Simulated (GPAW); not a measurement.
# BP (F-43m) in GPAW: notebook, part 2 of 2

GPAW 26.7.0. Earlier steps stand in the parts before.

## Step 4: Dielectric tensor, PBE

run.py

```python
import numpy as np
import spglib
from ase import Atoms
from ase.dft.bandgap import bandgap
from ase.io import read, write
from gpaw import GPAW, PW
from gpaw.response.df import DielectricFunction

atoms = read('BP.cif')
cell, positions, numbers = spglib.find_primitive(
    (atoms.cell[:], atoms.get_scaled_positions(), atoms.numbers), symprec=1e-4)
atoms = Atoms(numbers, cell=cell, scaled_positions=positions, pbc=True)

calc = GPAW(mode=PW(550),
            xc='PBE',
            kpts={'size': (8, 8, 8), 'gamma': True},
            occupations={'name': 'fermi-dirac', 'width': 0.001},
            nbands=11,
            convergence={'density': 1e-06},
            maxiter=150,
            txt='gpaw.txt')
atoms.calc = calc
energy = atoms.get_potential_energy()
calc.write('gs.gpw')
write('result.traj', atoms)
print(f'Energy: {energy:.6f} eV')
print('Fermi level:', round(calc.get_fermi_level(), 4), 'eV')
print(f'Gap: {bandgap(calc)[0]:.4f} eV, direct: {bandgap(calc, direct=True)[0]:.4f} eV')

for size in [(18, 18, 18), (25, 25, 25)]:
    name = 'x'.join(str(n) for n in size)
    dense = calc.fixed_density(kpts={'size': size, 'gamma': True},
                               nbands=26, convergence={'bands': 20},
                               update_fermi_level=True, txt=f'dense-{name}.txt')
    dense.write(f'{name}.gpw', mode='all')
    df = DielectricFunction(f'{name}.gpw', frequencies=np.array([0.0]), hilbert=False, eta=0.001,
                            ecut=80, nbands=20, intraband=False, txt=f'df-{name}.txt')
    for xc in ['RPA', 'LR0.2', 'ALDA']:
        for direction in ['x', 'y', 'z', [0, 1, 1], [1, 0, 1], [1, 1, 0]]:
            e0, e = df.get_macroscopic_dielectric_constant(xc=xc, direction=direction)
            print(f'{name} {xc} {direction}: {e0:.4f} without, {e:.4f} with local fields')
```

BP.cif

```cif
data_BP
_cell_length_a 4.53800000
_cell_length_b 4.53800000
_cell_length_c 4.53800000
_cell_angle_alpha 90.00000000
_cell_angle_beta 90.00000000
_cell_angle_gamma 90.00000000
_space_group_name_H-M_alt 'F-43m'
_space_group_name_Hall 'F -4 2 3'
_space_group_IT_number 216
loop_
_space_group_symop_operation_xyz
'x,y,z'
'y,-x,-z'
'-x,-y,z'
'-y,x,-z'
'x,-y,-z'
'y,x,z'
'-x,y,-z'
'-y,-x,z'
'z,x,y'
'-z,y,-x'
'z,-x,-y'
'-z,-y,x'
'-z,x,-y'
'z,y,x'
'-z,-x,y'
'z,-y,-x'
'y,z,x'
'-x,-z,y'
'-y,z,-x'
'x,-z,-y'
'-y,-z,x'
'x,z,y'
'y,-z,-x'
'-x,z,-y'
'x,y+1/2,z+1/2'
'y,-x+1/2,-z+1/2'
'-x,-y+1/2,z+1/2'
'-y,x+1/2,-z+1/2'
'x,-y+1/2,-z+1/2'
'y,x+1/2,z+1/2'
'-x,y+1/2,-z+1/2'
'-y,-x+1/2,z+1/2'
'z,x+1/2,y+1/2'
'-z,y+1/2,-x+1/2'
'z,-x+1/2,-y+1/2'
'-z,-y+1/2,x+1/2'
'-z,x+1/2,-y+1/2'
'z,y+1/2,x+1/2'
'-z,-x+1/2,y+1/2'
'z,-y+1/2,-x+1/2'
'y,z+1/2,x+1/2'
'-x,-z+1/2,y+1/2'
'-y,z+1/2,-x+1/2'
'x,-z+1/2,-y+1/2'
'-y,-z+1/2,x+1/2'
'x,z+1/2,y+1/2'
'y,-z+1/2,-x+1/2'
'-x,z+1/2,-y+1/2'
'x+1/2,y,z+1/2'
'y+1/2,-x,-z+1/2'
'-x+1/2,-y,z+1/2'
'-y+1/2,x,-z+1/2'
'x+1/2,-y,-z+1/2'
'y+1/2,x,z+1/2'
'-x+1/2,y,-z+1/2'
'-y+1/2,-x,z+1/2'
'z+1/2,x,y+1/2'
'-z+1/2,y,-x+1/2'
'z+1/2,-x,-y+1/2'
'-z+1/2,-y,x+1/2'
'-z+1/2,x,-y+1/2'
'z+1/2,y,x+1/2'
'-z+1/2,-x,y+1/2'
'z+1/2,-y,-x+1/2'
'y+1/2,z,x+1/2'
'-x+1/2,-z,y+1/2'
'-y+1/2,z,-x+1/2'
'x+1/2,-z,-y+1/2'
'-y+1/2,-z,x+1/2'
'x+1/2,z,y+1/2'
'y+1/2,-z,-x+1/2'
'-x+1/2,z,-y+1/2'
'x+1/2,y+1/2,z'
'y+1/2,-x+1/2,-z'
'-x+1/2,-y+1/2,z'
'-y+1/2,x+1/2,-z'
'x+1/2,-y+1/2,-z'
'y+1/2,x+1/2,z'
'-x+1/2,y+1/2,-z'
'-y+1/2,-x+1/2,z'
'z+1/2,x+1/2,y'
'-z+1/2,y+1/2,-x'
'z+1/2,-x+1/2,-y'
'-z+1/2,-y+1/2,x'
'-z+1/2,x+1/2,-y'
'z+1/2,y+1/2,x'
'-z+1/2,-x+1/2,y'
'z+1/2,-y+1/2,-x'
'y+1/2,z+1/2,x'
'-x+1/2,-z+1/2,y'
'-y+1/2,z+1/2,-x'
'x+1/2,-z+1/2,-y'
'-y+1/2,-z+1/2,x'
'x+1/2,z+1/2,y'
'y+1/2,-z+1/2,-x'
'-x+1/2,z+1/2,-y'
loop_
_atom_site_label
_atom_site_type_symbol
_atom_site_symmetry_multiplicity
_atom_site_Wyckoff_symbol
_atom_site_fract_x
_atom_site_fract_y
_atom_site_fract_z
_atom_site_occupancy
P1 P 4 c 0.2500000000 0.2500000000 0.2500000000 1
B1 B 4 a 0.0000000000 0.0000000000 0.0000000000 1
```

Potentials or basis: GPAW PAW data sets (gpaw-data 1.2.1), pw.

Started as:

```
> OMP_NUM_THREADS=1 python run.py
```

gpaw.txt:

```text
__  _  _
 | _ |_)|_||  |
 |__||  | ||/\| - 26.7.0

Input parameters:
  mode=PW(ecut=550.0),
  convergence={'density': 1e-06},
  kpts=MonkhorstPack(size=(8, 8, 8), gamma=True),
  maxiter=150,
  nbands=11,
  occupations=Occupations(name='fermi-dirac', width=0.001),
  xc=XC(name='PBE')

Diagonalizing LCAO Hamiltonian
Converting LCAO to pw mode

           P
       B

Atoms  # Å, Bohr magnetons
|   | symbol |        x |        y |        z |    initial magnetic moments |
|---|--------|----------|----------|----------|-----------------------------|
| 0 |      P | 1.134500 | 1.134500 | 1.134500 | ( 0.0000,  0.0000,  0.0000) |
| 1 |      B | 0.000000 | 0.000000 | 0.000000 | ( 0.0000,  0.0000,  0.0000) |

Unit cell  # Å
| periodic |        x |        y |        z |  lengths |    angles |
|----------|----------|----------|----------|----------|-----------|
|      yes | 0.000000 | 2.269000 | 2.269000 | 3.208851 | 60.000000 |
|      yes | 2.269000 | 0.000000 | 2.269000 | 3.208851 | 60.000000 |
|      yes | 2.269000 | 2.269000 | 0.000000 | 3.208851 | 60.000000 |

Number of symmetries: 24
Symmetry operations  # r_c * U_cc + t_c -> r_c
|    | kind |            matrix            |
|----|------|------------------------------|
|  0 |  E   |  1, 0, 0,  0, 1, 0,  0, 0, 1 |
|  1 |  σ   |  1, 0, 0,  0, 0, 1,  0, 1, 0 |
|  2 |  σ   |  1, 0,-1,  0, 1,-1,  0, 0,-1 |
|  3 |  C3  |  1, 0,-1,  0, 0,-1,  0, 1,-1 |
|  4 |  C3  |  1,-1, 0,  0,-1, 1,  0,-1, 0 |
|  5 |  σ   |  1,-1, 0,  0,-1, 0,  0,-1, 1 |
|  6 |  σ   |  0, 1, 0,  1, 0, 0,  0, 0, 1 |
|  7 |  C3  |  0, 1, 0,  0, 0, 1,  1, 0, 0 |
|  8 |  C2  |  0, 1,-1,  1, 0,-1,  0, 0,-1 |
|  9 |  S4  |  0, 1,-1,  0, 0,-1,  1, 0,-1 |
| 10 |  C3  |  0, 0, 1,  1, 0, 0,  0, 1, 0 |
| 11 |  σ   |  0, 0, 1,  0, 1, 0,  1, 0, 0 |
| 12 |  S4  |  0, 0,-1,  1, 0,-1,  0, 1,-1 |
| 13 |  C3  |  0, 0,-1,  0, 1,-1,  1, 0,-1 |
| 14 |  S4  |  0,-1, 1,  1,-1, 0,  0,-1, 0 |
| 15 |  C2  |  0,-1, 1,  0,-1, 0,  1,-1, 0 |
| 16 |  C3  |  0,-1, 0,  1,-1, 0,  0,-1, 1 |
| 17 |  S4  |  0,-1, 0,  0,-1, 1,  1,-1, 0 |
| 18 |  S4  | -1, 1, 0, -1, 0, 1, -1, 0, 0 |
| 19 |  C3  | -1, 1, 0, -1, 0, 0, -1, 0, 1 |
| 20 |  C3  | -1, 0, 1, -1, 1, 0, -1, 0, 0 |
| 21 |  S4  | -1, 0, 1, -1, 0, 0, -1, 1, 0 |
| 22 |  σ   | -1, 0, 0, -1, 1, 0, -1, 0, 1 |
| 23 |  C2  | -1, 0, 0, -1, 0, 1, -1, 1, 0 |

BZ-sampling:
  Number of BZ points: 512
  Number of IBZ points: 29

  Monkhorst-Pack size: [8, 8, 8]
[... 54 lines left out ...]
    |   3p |  3.000 |      -5.506 |    0.953 |
    |    s |        |      13.244 |    0.953 |
    |    p |        |      21.705 |    0.953 |
    |    d |        |       0.000 |    0.953 |

    Using partial waves for P as LCAO basis

  B:
    name:    Boron
    Z:       5.0
    valence: 3
    core:    2
    charge:  0.0  # [|e|]
    compensation charges:
      type: gauss
      rc: 0.20  # [Å]
      lmax: 2
    cutoffs:
      filter: 1.14  # [Å]
      core: 1.38  # [Å]
    projectors
    | kind |    occ | energy [eV] | rcut [Å] |
    |------|--------|-------------|----------|
    |   2s |  2.000 |      -9.443 |    0.635 |
    |   2p |  1.000 |      -3.606 |    0.635 |
    |    s |        |      17.768 |    0.635 |
    |    p |        |      23.605 |    0.635 |
    |    d |        |       0.000 |    0.635 |

    Using partial waves for B as LCAO basis

Reference energy: -9972.403226  # eV

eigensolver:
  PPCG
  Converge bands: occupied
  niter=2

density mixing:
  MSR1-Mixer
  Pratt-step length: 0.05
  Maximum mixing coefficient: 0.75
  Old densities: 10
  SVD Regularization: 0.005
  Good broyden scale: 1.0
  Trust region scale: 1.0
  Backstep threshold: 4.0
  History deletion threshold: 6.0
  Fourier metric: weight=20.0, sigma=0.015

occupation numbers:
  Fermi-Dirac:
    width: 0.0010  # eV

poisson solver:
  ecut: 4400.0  # eV

xc functional:
  name: PBE with 2 nearest neighbor stencil

convergence criteria:
- Maximum integral of absolute [dens]ity change: 1e-06 electrons / valence electron
- Maximum [total energy] change in last 3 cyles: 0.0005 eV / valence electron
- Maximum integral of absolute [eigenst]ate change: 4e-08 eV^2 / valence electron
maximum number of iterations: 150

SCF iterations
|iter     | |      energy | eigst |  dens |
|---------|-|-------------|-------|-------|
|iter:   1| |  -13.495051 | +0.11 |       |
|iter:   2| |  -13.383325 | -2.13 | -0.71 |
|iter:   3| |  -12.887783 | -1.56 | -0.74 |
|iter:   4| |  -12.881779 | -3.02 | -1.43 |
|iter:   5| |  -12.881867 | -4.10 | -1.94 |
|iter:   6| |  -12.881897c| -5.57 | -2.62 |
|iter:   7| |  -12.881897c| -7.20 | -3.72 |
|iter:   8| |  -12.881897c| -8.57c| -4.32 |
|iter:   9| |  -12.881897c| -9.57c| -5.67 |
|iter:  10| |  -12.881897c|-10.36c| -6.13c|

Converged in 10 steps
Energy contributions relative to reference atoms: (reference = -9972.403226)

Energy contributions:
  Kinetic:          13.603809
  Coulomb:         -11.848841
  Zero:             -0.027840
  External:          0.000000
  Xc:              -14.609026
  Entropy:          -0.000000
  Spinorbit:         0.000000
  ----------------------------
  Free energy:     -12.881897
  Extrapolated:    -12.881897

dipole moment: (-10.603851, -10.603851, -10.603851)  # |e|*Ang

Fermi level: 8.969
Eigenvalues  # (at kpt = [0.000, 0.000, 0.000])
| band index |      eig [eV] | occ [0-2] |
|------------|---------------|-----------|
|          0 |        -7.248 |     2.000 |
|          1 |         8.211 |     2.000 |
|          2 |         8.211 |     2.000 |
|          3 |         8.211 |     2.000 |
|          4 |        11.616 |     0.000 |
|          5 |        11.616 |     0.000 |
|          6 |        11.616 |     0.000 |
|          7 |        15.608 |     0.000 |
|          8 |        19.769 |     0.000 |
|          9 |        20.239 |     0.000 |
|         10 |        20.239 |     0.000 |

Gap: 1.275 eV
Transition (v -> c):
  (s=0, k=0, n=3, [0.00, 0.00, 0.00]) -> (s=0, k=12, n=4, [0.38, 0.38, 0.00])
Direct/indirect transitions are different
Direct gap: 3.405 eV
Transition at: (s=0, k=0, n=3, [0.00, 0.00, 0.00])
# Writing to gs.gpw (mode='')
```

It took 2.7 min on 1 thread of Intel Xeon Platinum 8488C (Sapphire Rapids), shared host; peak memory 0.67 GiB.

Results:

```
Free energy                             : -12.8819 eV
Band gap on the k mesh                  : 1.28 eV, indirect (least direct gap 3.41 eV)
Electronic dielectric tensor (diagonal) : 8.82
```

Electronic dielectric tensor:
```
8.82 0.00 0.00
0.00 8.82 0.00
0.00 0.00 8.82
```

Caveat: the long-wavelength limit can be off by a per cent or two; an odd mesh through Γ misses points on the zone boundary, where band edges often lie.
